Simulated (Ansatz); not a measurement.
# Wurtzite BeO

All values below come from B3LYP (VWN-RPA form) (PAW; Ansatz, a quantum-chemistry and plane-wave program).

Numerical settings: plane-wave cutoff 460 eV, 12×12×6 k mesh (along the axes of the cell as run), Fermi–Dirac smearing 0.01 eV, scalar-relativistic PAW data made under PBE.

Cell: measured lattice: a = b = 2.698 Å, c = 4.380 Å, α = β = 90.00°, γ = 120.00°.

```
Property                                                             Value
-----------------------------------  -------------------------------------
band gap                             10.07 eV (on the SCF k mesh) (direct)
width of the whole s-p valence band                               19.89 eV
```

Measured, for comparison: band gap 11.29 eV (zero-point renormalisation of 699 meV (computed, non-adiabatic AHC, without the lattice-expansion part) added back here; inputs from Miglio et al. (2020), arXiv:2011.12765). Computed (rounded) less measured: band gap -1.22 eV.

Note: cell and atoms aren't relaxed at this level (pressure 0.4 GPa).

Computed values are for the static lattice.

Cost on a shared machine: very roughly 110 core-seconds.
